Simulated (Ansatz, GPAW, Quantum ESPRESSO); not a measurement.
## Fitting the PBE energy curve of CsSnI3

```cif
data_structure
_symmetry_space_group_name_H-M 'P 1'
_symmetry_Int_Tables_number 1
_cell_length_a 6.2057
_cell_length_b 6.2057
_cell_length_c 6.2057
_cell_angle_alpha 90.000
_cell_angle_beta 90.000
_cell_angle_gamma 90.000
_cell_volume 238.99
loop_
_atom_site_label
_atom_site_type_symbol
_atom_site_fract_x
_atom_site_fract_y
_atom_site_fract_z
_atom_site_occupancy
Cs1 Cs 0.00000 0.00000 0.00000 1
I1 I 0.50000 0.50000 0.00000 1
I2 I 0.50000 0.00000 0.50000 1
I3 I 0.00000 0.50000 0.50000 1
Sn1 Sn 0.50000 0.50000 0.50000 1
```

The cell was measured well above room temperature.

The cell was scaled at fixed shape and fractions and run with Quantum ESPRESSO, SSSP 1.3 efficiency PBE, cutoff 816 eV; PBE, k mesh 5 × 5 × 5 on the cell of 5 atoms, fermi-dirac occupations of 0.05 eV, no spin polarisation, no spin-orbit coupling. Energies are those that the program minimises, any entropy of the smearing included.

| V (Å³/atom) | energy over the lowest row (meV/atom) |
| --- | --- |
| 44.9294 | 21.230 |
| 45.8853 | 12.275 |
| 46.8412 | 5.934 |
| 47.7972 | ? |
| 48.7531 | 0.024 |
| 49.7091 | 0.000 |
| 50.6650 | 1.662 |

Task: Fit the third-order Birch-Murnaghan form, give V0, B0 and B′, and predict the energy left open.

Result: With y = (V0/V)^(2/3), E = E0 + (9 V0 B0/16) [(y - 1)³ B′ + (y - 1)² (6 - 4y)]. Least squares through the rows shown give V0 = 49.2401 Å³/atom, E0 = -0.211 meV, B0 = 15.35 GPa (1 eV/Å³ = 160.218 GPa) and B′ = 4.59, with a largest miss of 0.002 meV. At V = 47.7972 the form with these constants gives 1.930 meV; the run gave 1.931 meV an atom. Other set-ups at this level, from all their volumes (Å³/atom, GPa): GPAW, GPAW PAW data sets (gpaw-data 1.2.1): V0 49.337, B0 15.34; Ansatz, all-electron LAPW, scalar-relativistic: V0 49.345, B0 15.33.
